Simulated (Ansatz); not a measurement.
Theory: Ansatz 0.2.0, DFT PBE, scalar-relativistic, plane waves, PAW. Settings: cutoff 420 eV, Γ-centred meshes spaced at most about 0.3 Å⁻¹, and about 0.25 Å⁻¹ or finer for metals (2π included), Gaussian smearing. No spin polarisation.

Each guess is relaxed in cell and atoms at zero pressure, on a coarse mesh first where it starts far from rest and then on a converged one. The steps can't lower the symmetry of the start, but it can rise. Energies are static (0 K, no zero-point motion).

Two unrelaxed guesses for Hf4C:

Guess 1.

```
CELL_PARAMETERS angstrom
-3.06254 3.06254 3.06254
3.06254 -3.06254 3.06254
3.06254 3.06254 -3.06254
ATOMIC_POSITIONS crystal
Hf 0.34960 0.34960 0.34960
Hf 0.65040 0.00000 0.00000
Hf 0.00000 0.00000 0.65040
Hf 0.00000 0.65040 0.00000
C 0.00000 0.00000 0.00000
```

Guess 2.

```
CELL_PARAMETERS angstrom
3.08569 0.00000 0.00000
-1.54285 2.67229 0.00000
0.00000 0.00000 9.92199
ATOMIC_POSITIONS crystal
Hf 0.33333 0.66667 0.86586
Hf 0.33333 0.66667 0.37680
Hf 0.66667 0.33333 0.13414
Hf 0.66667 0.33333 0.62320
C 0.00000 0.00000 0.00000
```

Question: Which guess leads to the lower structure, and by how much?

Answer: Guess 2 ends lower, by 0.85 eV/atom. Guess 1: I-43m at 23.0 Å³/atom → Im-3m at 19.2 Å³/atom; Guess 2: P-3m1 at 16.4 Å³/atom → P-3m1 at 18.9 Å³/atom. Counting Hf atoms around C (those within 1.25 times the shortest such distance or 1.15 times the sum of covalent radii, 1.27 where that leaves under three), the end of guess 1 has C 8 and the end of guess 2 has C 6. End of guess 1. Conventional cell: a = 5.768 Å. Around Hf lie 2 C at 2.50 Å and 6 Hf at 2.88 Å; around C lie 8 Hf at 2.50 Å. End of guess 2. Conventional cell: a = 3.248 Å, c = 10.364 Å. Hf on its first site has 3 C at 2.27 Å and 12 Hf at 3.19–3.26 Å; Hf on its second site has 12 Hf at 3.08–3.26 Å; around C lie 6 Hf at 2.27 Å.

Ends held by symmetry can be saddle points. Spin–orbit coupling, which can matter for Hf, is left out.
